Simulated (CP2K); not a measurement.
# BAs in CP2K: the effect of functional

BAs:

```
As B
1.0
     3.37785    0.00000    0.00000
     1.68892    2.92530    0.00000
     1.68892    0.97510    2.75800
As B
1 1
Direct
  0.75000 0.75000 0.75000
  0.00000 0.00000 0.00000
```

Alike in all runs:

```yaml
Program: CP2K 2026.2
Task: atomic charges
Potentials_or_basis: POTENTIAL_UZH As GTH-PBE-q5, B GTH-PBE-q3; TZVP-MOLOPT-PBE-GTH basis
Density_cutoff: 9184 eV
k_mesh: 10 × 10 × 10
Occupations: fermi-dirac, width 0.05 eV
Spin: no spin polarisation
```

Q: One run gave: gap on the mesh 1.78 eV; pressure 1.7 GPa. Which functional did it use?
A. MS2
B. AM05
C. LDA
D. BLYP
E. PBE

A: A.

| functional | gap on the mesh (eV) | pressure (GPa) |
| --- | --- | --- |
| PBE | 1.21 | 3.6 |
| LDA | 1.03 | 2.4 |
| AM05 | 1.08 | 2.3 |
| optB88-vdW | 1.34 | 4.5 |
| BLYP | 1.47 | 7.6 |
| MS2 | 1.78 | 1.7 |

Caveats: the basis of atomic orbitals isn't converged, which shifts pressures, moduli and gaps; the potentials were made for another functional, which shifts forces and pressure (some runs).

A k mesh can miss the band edges.
